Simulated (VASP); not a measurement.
# SnO2 (Pnnm) in VASP: reference runs

Aim: a first look at SnO2 with PBE, on the cell as given and on a disturbed one.

All numbers are computed with VASP 6.6.1; they aren't measurements. Logs are shortened: lines on timing, memory, paths and dates and some standing lists are left out, and cuts for length are marked.

### 1 The crystal as given

It takes space group Pnnm (No. 58, orthorhombic). Conventional cell: a = 4.788 Å, b = 4.867 Å, c = 3.241 Å, α = 90.00°, β = 90.00°, γ = 90.00°. Around Sn (site symmetry 2/m) lie 6 O at 2.09 to 2.10 Å. O (site symmetry m) is surrounded by 3 Sn at 2.09 to 2.10 Å.

The cell is a database's computed one.

### 2 Single point, PBE

INCAR

```
ALGO = Normal ; EDIFF = 1E-7
ENCUT = 520 ; GGA = PE
ISIF = 2 ; ISMEAR = -1
LASPH = T ; LCHARG = F
LREAL = F ; LWAVE = F
NBANDS = 35 ; NELM = 100
PREC = Accurate ; SIGMA = 0.05
```

KPOINTS

```
k-points
0
Gamma
  6 6 8
```

POSCAR

```
SnO2
1.0
    4.7880040000      0.0000000000      0.0000000000
    0.0000000000      4.8665820000      0.0000000000
    0.0000000000      0.0000000000      3.2408980000
Sn O
2 4
Direct
    0.0000000000      0.0000000000      0.0000000000
    0.5000000000      0.5000000000      0.5000000000
    0.7081450000      0.6789580000      0.0000000000
    0.2081450000      0.8210420000      0.5000000000
    0.7918550000      0.1789580000      0.5000000000
    0.2918550000      0.3210420000      0.0000000000
```

Potentials or basis: VASP PAW PBE potentials, release 64 (Sn_d, O).

Started as:

```
$ cat potpaw_PBE.64/Sn_d/POTCAR potpaw_PBE.64/O/POTCAR > POTCAR
$ mpirun -np 1 vasp_std > vasp.out
```

OUTCAR:

```text
EDIFF = 1E-7
   ENCUT = 520
   GGA = PE
   ISIF = 2
   ISMEAR = -1
   LASPH = T
   LREAL = F
   NELM = 100
   PREC = Accurate

 ion  position               nearest neighbor table
   1  0.000  0.000  0.000-   4 2.09   5 2.09   4 2.09   5 2.09   3 2.10   6 2.10
   2  0.500  0.500  0.500-   3 2.09   6 2.09   3 2.09   6 2.09   5 2.10   4 2.10
   3  0.708  0.679  0.000-   2 2.09   2 2.09   1 2.10
   4  0.208  0.821  0.500-   1 2.09   1 2.09   2 2.10
   5  0.792  0.179  0.500-   1 2.09   1 2.09   2 2.10
   6  0.292  0.321  0.000-   2 2.09   2 2.09   1 2.10

  LATTYP: Found a simple orthorhombic cell.
 ALAT       =     3.2408980000
 B/A-ratio  =     1.4773695439
 C/A-ratio  =     1.5016152930

  Lattice vectors:

 A1 = (   0.0000000000,   0.0000000000,   3.2408980000)
 A2 = (   4.7880040000,   0.0000000000,   0.0000000000)
 A3 = (   0.0000000000,   4.8665820000,   0.0000000000)

Analysis of symmetry for initial positions (statically):
=====================================================================
 Subroutine PRICEL returns:
 Original cell was already a primitive cell.

 Routine SETGRP: Setting up the symmetry group for a
 simple orthorhombic supercell.

 Subroutine GETGRP returns: Found  8 space group operations
 (whereof  4 operations were pure point group operations)
 out of a pool of  8 trial point group operations.

The static configuration has the point symmetry C_2h.
 The point group associated with its full space group is D_2h.

Analysis of symmetry for dynamics (positions and initial velocities):
=====================================================================
 Subroutine PRICEL returns:
 Original cell was already a primitive cell.

 Routine SETGRP: Setting up the symmetry group for a
 simple orthorhombic supercell.

 Subroutine GETGRP returns: Found  8 space group operations
 (whereof  4 operations were pure point group operations)
 out of a pool of  8 trial point group operations.

The dynamic configuration has the point symmetry C_2h.
 The point group associated with its full space group is D_2h.

 Subroutine INISYM returns: Found  8 space group operations
 (whereof  4 operations are pure point group operations),
 and found     1 'primitive' translations

----------------------------------------------------------------------------------------

                                     Primitive cell

  volume of cell :      75.5169

  direct lattice vectors                    reciprocal lattice vectors
     4.788004000  0.000000000  0.000000000     0.208855298  0.000000000  0.000000000
     0.000000000  4.866582000  0.000000000     0.000000000  0.205483027  0.000000000
     0.000000000  0.000000000  3.240898000     0.000000000  0.000000000  0.308556456

  length of vectors
     4.788004000  4.866582000  3.240898000     0.208855298  0.205483027  0.308556456

  position of ions in fractional coordinates (direct lattice)
     0.000000000  0.000000000  0.000000000
     0.500000000  0.500000000  0.500000000
     0.708145000  0.678958000  0.000000000
     0.208145000  0.821042000  0.500000000
     0.791855000  0.178958000  0.500000000
     0.291855000  0.321042000  0.000000000

  ion indices of the primitive-cell ions
   primitive index   ion index
                 1           1
                 2           2
                 3           3
                 4           4
                 5           5
                 6           6

----------------------------------------------------------------------------------------

 KPOINTS: k-points

Automatic generation of k-mesh.
 Grid dimensions read from file:
 generate k-points for:    6    6    8

 Generating k-lattice:

  Cartesian coordinates                     Fractional coordinates (reciprocal lattice)
     0.034809216  0.000000000  0.000000000     0.166666667  0.000000000  0.000000000
     0.000000000  0.034247171  0.000000000     0.000000000  0.166666667  0.000000000
     0.000000000  0.000000000  0.038569557     0.000000000  0.000000000  0.125000000

  Length of vectors
     0.034809216  0.034247171  0.038569557

  Shift w.r.t. Gamma in fractional coordinates (k-lattice)
     0.000000000  0.000000000  0.000000000

 Subroutine IBZKPT returns following result:
 ===========================================

 Found     80 irreducible k-points:

 Following reciprocal coordinates:
            Coordinates               Weight
  0.000000  0.000000  0.000000      1.000000
  0.166667  0.000000  0.000000      2.000000
  0.333333  0.000000  0.000000      2.000000
  0.500000  0.000000  0.000000      1.000000
  0.000000  0.166667  0.000000      2.000000
  0.166667  0.166667  0.000000      4.000000
[... 16 lines left out ...]
  0.333333  0.166667  0.125000      8.000000
  0.500000  0.166667  0.125000      4.000000
 [... further k-points ...]
   k-points           NKPTS =     80   k-points in BZ     NKDIM =     80   number of bands    NBANDS=     35
   number of dos      NEDOS =    301   number of ions     NIONS =      6
   total plane-waves  NPLWV =  31104
   dimension x,y,z NGX =    36 NGY =   36 NGZ =   24
   dimension x,y,z NGXF=    72 NGYF=   72 NGZF=   48
   ions per type =               2   4
   NGX,Y,Z   is equivalent  to a cutoff of  12.50, 12.30, 12.31 a.u.
   NGXF,Y,Z  is equivalent  to a cutoff of  25.00, 24.60, 24.62 a.u.
 SYSTEM =  unknown system
   PREC   = accura    normal or accurate (medium, high low for compatibility)
   ISTART =      0    job   : 0-new  1-cont  2-samecut
   ICHARG =      2    charge: 1-file 2-atom 10-const
   ISPIN  =      1    spin polarized calculation?
   LNONCOLLINEAR =      F non collinear calculations
   LSORBIT =      F    spin-orbit coupling
   LASPH  =      T    aspherical Exc in radial PAW
   ENCUT  =  520.0 eV  38.22 Ry    6.18 a.u.   8.90  9.05  6.03*2*pi/ulx,y,z
   NELM   =    100;   NELMIN=  2; NELMDL= -5     # of ELM steps
   EDIFF  = 0.1E-06   stopping-criterion for ELM
   LREAL  =      F    real-space projection
   EDIFFG = 0.1E-05   stopping-criterion for IOM
   NSW    =      0    number of steps for IOM
   IBRION =     -1    ionic relax: 0-MD 1-quasi-New 2-CG
   NFREE  =      0    steps in history (QN), initial steepest desc. (CG)
   ISIF   =      2    stress and relaxation
   ISYM   =      2    0-nonsym 1-usesym 2-fastsym
   POTIM  = 0.5000    time-step for ionic-motion
   TEBEG  =    0.0;   TEEND  =   0.0 temperature during run
   PSTRESS=    0.0 pullay stress
   NELECT =      52.0000    total number of electrons
   NUPDOWN=      -1.0000    fix difference up-down
   EMIN   =  10.00;   EMAX   =-10.00  energy-range for DOS
   EFERMI =   0.00;   METHOD = LEGACY
   ISMEAR =    -1;   SIGMA  =   0.05  broadening in eV -4-tet -1-fermi 0-gaus
   EFERMI_NEDOS =   21; number of points for ismear=-14 and -15
   IALGO  =     38    algorithm
   IMIX   =      4    mixing-type and parameters
     AMIX     =   0.40;   BMIX     =  1.00
     AMIX_MAG =   1.60;   BMIX_MAG =  1.00
  volume/ion in A,a.u.               =      12.59        84.94
  Fermi-wavevector in a.u.,A,eV,Ry     =   1.445644  2.731871 28.434627  2.089886
  Thomas-Fermi vector in A             =   2.563802
   LORBIT       =      0    0 simple, 1 ext, 2 COOP (PROOUT), +10 PAW based schemes
   GGA     = PE    functional components
   LHFCALC =     F    Hartree Fock is set to
   AEXX    =    0.0000 exact exchange contribution
   IVDW    =     0    specifies the selected vdW correction
   LEPSILON=     F    determine dielectric tensor
   LRPA    =     F    only Hartree local field effects (RPA)
 non-spin polarized calculation
  energy-cutoff  :      520.00
  volume of cell :       75.52
 maximum number of plane-waves:      2064
 NGX is ok and might be reduce to    36
   NGX = 17   NGY = 19   NGZ = 13

 number of electron      51.9999998 magnetization

 Free energy of the ion-electron system (eV)
  ---------------------------------------------------
  ext. energy  EPLUGINS =         0.00000000
  ---------------------------------------------------
  free energy    TOTEN  =       -37.29877132 eV

  energy without entropy =      -37.29876676  energy(sigma->0) =      -37.29876904

 E-fermi :   5.8553     XC(G=0): -10.9776

 val. band max:        5.4242378765   @ k =   0.0000   0.0000   0.0000
 cond. band min:       6.2195338067   @ k =   0.0000   0.0000   0.0000
 fundamental gap:      0.7952959302
 Fermi energy:         5.8552537686

 k-point     1 :       0.0000    0.0000    0.0000
  band No.  band energies     occupation
      1     -15.5026      2.00000
      2     -14.8455      2.00000
      3     -14.6585      2.00000
      4     -14.6318      2.00000
      5     -14.6287      2.00000
      6     -14.5657      2.00000
[... 27 lines left out ...]
     34      17.1635      0.00000
     35      17.6082      0.00000

 k-point     2 :       0.1667    0.0000    0.0000
  band No.  band energies     occupation
      1     -15.4654      2.00000
      2     -14.8867      2.00000
      3     -14.6575      2.00000
      4     -14.6302      2.00000
      5     -14.6274      2.00000
      6     -14.5936      2.00000
[... 27 lines left out ...]
     34      17.2699      0.00000
     35      17.6710      0.00000

 k-point     3 :       0.3333    0.0000    0.0000
  band No.  band energies     occupation
      1     -15.3581      2.00000
      2     -15.0177      2.00000
      3     -14.6545      2.00000
      4     -14.6311      2.00000
      5     -14.6267      2.00000
      6     -14.6249      2.00000
[... 27 lines left out ...]
     34      17.7043      0.00000
     35      17.9352      0.00000
[... 723 lines left out ...]
 k-point    23 :       0.3333    0.1667    0.1250
  band No.  band energies     occupation
      1     -15.2993      2.00000
      2     -15.0325      2.00000
      3     -14.7472      2.00000
      4     -14.7342      2.00000
      5     -14.6202      2.00000
      6     -14.5873      2.00000
[... 27 lines left out ...]
     34      17.6434      0.00000
     35      17.8393      0.00000

 k-point    24 :       0.5000    0.1667    0.1250
  band No.  band energies     occupation
      1     -15.1766      2.00000
      2     -15.1766      2.00000
      3     -14.7414      2.00000
      4     -14.7414      2.00000
      5     -14.6045      2.00000
      6     -14.6045      2.00000
[... 27 lines left out ...]
     34      17.3690      0.00000
     35      17.9819      0.00000

 [... further k-points ...]

------------------------ aborting loop because EDIFF is reached ----------------------------------------

  FORCE on cell =-STRESS in cart. coord.  units (eV):
  Direction    XX          YY          ZZ          XY          YZ          ZX
  --------------------------------------------------------------------------------------
  -------------------------------------------------------------------------------------
  Total        0.0754347     -0.0239204      0.0117641     -0.0000000      0.0000000      0.0000000
  in kB        1.6004333     -0.5074979      0.2495895     -0.0000000      0.0000000      0.0000000
  external PRESSURE =       0.4475083 kB  Pullay stress =       0.0000000 kB

 VOLUME and BASIS-vectors are now :
 -----------------------------------------------------------------------------
  energy-cutoff  :      520.00
  volume of cell :       75.52
      direct lattice vectors                 reciprocal lattice vectors
     4.788004000  0.000000000  0.000000000     0.208855298  0.000000000  0.000000000
     0.000000000  4.866582000  0.000000000     0.000000000  0.205483027  0.000000000
     0.000000000  0.000000000  3.240898000     0.000000000  0.000000000  0.308556456

 POSITION                                       TOTAL-FORCE (eV/Angst)
 -----------------------------------------------------------------------------------
      0.00000      0.00000      0.00000         0.000000      0.000000      0.000000
      2.39400      2.43329      1.62045         0.000000      0.000000      0.000000
      3.39060      3.30420      0.00000        -0.045790      0.047509     -0.000000
      0.99660      3.99567      1.62045        -0.045790     -0.047509      0.000000
      3.79140      0.87091      1.62045         0.045790      0.047509      0.000000
      1.39740      1.56238      0.00000         0.045790     -0.047509      0.000000
 -----------------------------------------------------------------------------------
    total drift:                                0.000000      0.000000      0.000000

  FREE ENERGIE OF THE ION-ELECTRON SYSTEM (eV)
  ---------------------------------------------------
  free  energy   TOTEN  =       -37.2987713199 eV

  energy  without entropy=      -37.2987667613  energy(sigma->0) =      -37.29876904
```

It took 2.3 min on 1 thread of AMD EPYC 9R45 (Zen 5), shared host; peak memory 0.25 GiB.

Results:

* Free energy: -37.2988 eV
* Pressure: 0.0 GPa
* Largest force: 0.066 eV/Å
* Band gap on the k mesh: 0.80 eV, direct

Forces on the atoms (eV/Å):
```
Sn   0.000  0.000  0.000
Sn   0.000  0.000  0.000
O   -0.046  0.048  0.000
O   -0.046 -0.048  0.000
O    0.046  0.048  0.000
O    0.046 -0.048  0.000
```

Levels at points of the mesh, in eV from the valence-band top:
```tsv
k point	band 22	band 23	band 24	band 25	band 26	band 27	band 28	band 29	band 30	band 31
(0.00, 0.00, 0.00)	-1.17	-1.13	-0.62	-0.61	0.00	0.80	5.74	6.08	6.24	10.20
(0.50, 0.00, 0.00)	-1.70	-1.11	-1.11	-0.43	-0.43	3.86	3.86	6.67	6.67	10.54
(0.00, 0.50, 0.00)	-1.88	-1.10	-1.10	-0.55	-0.55	4.02	4.02	7.11	7.11	10.36
(0.50, 0.50, 0.00)	-1.78	-1.23	-1.23	-0.72	-0.72	4.34	4.34	7.20	7.20	10.54
(0.00, 0.00, 0.50)	-2.48	-1.43	-1.43	-1.04	-1.04	5.64	5.64	9.43	9.43	10.30
(0.50, 0.00, 0.50)	-1.69	-0.81	-0.81	-0.71	-0.71	5.94	5.94	7.79	7.79	10.43
(0.00, 0.50, 0.50)	-1.40	-1.02	-1.02	-0.60	-0.60	5.84	5.84	7.56	7.56	10.87
(0.50, 0.50, 0.50)	-2.33	-0.83	-0.83	-0.66	-0.66	4.42	4.42	8.69	8.69	10.66
```

Caveat: spin-orbit coupling is left out, which moves the levels of the heavy elements.

### 3 Single point, PBE (atoms moved at random, drawn with an rms of 0.05 Å)

INCAR

```
SYSTEM = SnO2
PREC = Accurate ; ENCUT = 520
EDIFF = 1E-7 ; ISMEAR = -1
SIGMA = 0.05 ; LREAL = .False.
LASPH = .True. ; NELM = 100
ALGO = Normal ; ISIF = 2
LWAVE = .False. ; LCHARG = .False.
GGA = PE ; NBANDS = 35
```

KPOINTS

```
Automatic mesh
0
Gamma
  6 6 8
  0 0 0
```

POSCAR

```
SnO2
1.0
    4.7880040000      0.0000000000      0.0000000000
    0.0000000000      4.8665820000      0.0000000000
    0.0000000000      0.0000000000      3.2408980000
Sn O
2 4
Direct
   -0.0015780000     -0.0003530000     -0.0089580000
    0.5046400000      0.5074660000      0.4955930000
    0.7005100000      0.6738550000     -0.0075490000
    0.2030960000      0.8186260000      0.4919440000
    0.7901310000      0.1781090000      0.4894110000
    0.2906530000      0.3197150000     -0.0076270000
```

Potentials or basis: VASP PAW PBE potentials, release 64 (Sn_d, O).

Started as:

```
$ cat potpaw_PBE.64/Sn_d/POTCAR potpaw_PBE.64/O/POTCAR > POTCAR
$ mpirun -np 1 vasp_std > vasp.out
```

Wall time 3.8 min (1 thread of AMD EPYC 9R45 (Zen 5), shared host); peak memory 0.36 GiB.

The run converged. Its results:

```yaml
Free_energy: -37.2457 eV
Pressure: 0.7 GPa
Largest_force: 1.428 eV/Å
Band_gap_on_the_k_mesh: 0.76 eV, direct
```

Forces in eV/Å, atoms in the order of the input:
```
Sn   0.110  0.238 -0.013
Sn  -0.950 -1.047 -0.205
O    0.736  0.819  0.103
O   -0.067 -0.083 -0.012
O   -0.012 -0.015  0.081
O    0.183  0.087  0.046
```

Stress tensor (GPa, compression positive):
```
 0.73 -0.01  0.03
-0.01  0.05  0.15
 0.03  0.15  1.19
```

Levels at points of the mesh, in eV from the valence-band top:
```csv
k point,band 23,band 24,band 25,band 26,band 27,band 28,band 29,band 30
"(0.00, 0.00, 0.00)",-1.09,-0.71,-0.65,0.00,0.76,5.58,6.08,6.22
"(0.50, 0.00, 0.00)",-1.22,-1.04,-0.61,-0.37,3.77,3.86,6.58,6.64
"(0.00, 0.50, 0.00)",-1.22,-1.01,-0.76,-0.45,3.92,4.00,6.97,7.08
"(0.50, 0.50, 0.00)",-1.28,-1.19,-0.79,-0.73,4.19,4.32,7.12,7.16
"(0.00, 0.00, 0.50)",-1.58,-1.48,-1.10,-0.98,5.53,5.72,9.26,9.49
"(0.50, 0.00, 0.50)",-0.93,-0.91,-0.72,-0.63,5.82,6.01,7.71,7.77
"(0.00, 0.50, 0.50)",-1.07,-1.03,-0.66,-0.60,5.73,5.93,7.48,7.58
"(0.50, 0.50, 0.50)",-1.04,-0.89,-0.72,-0.56,4.39,4.52,8.55,8.61
```

Caveat: spin-orbit coupling is left out, which moves the levels of the heavy elements.
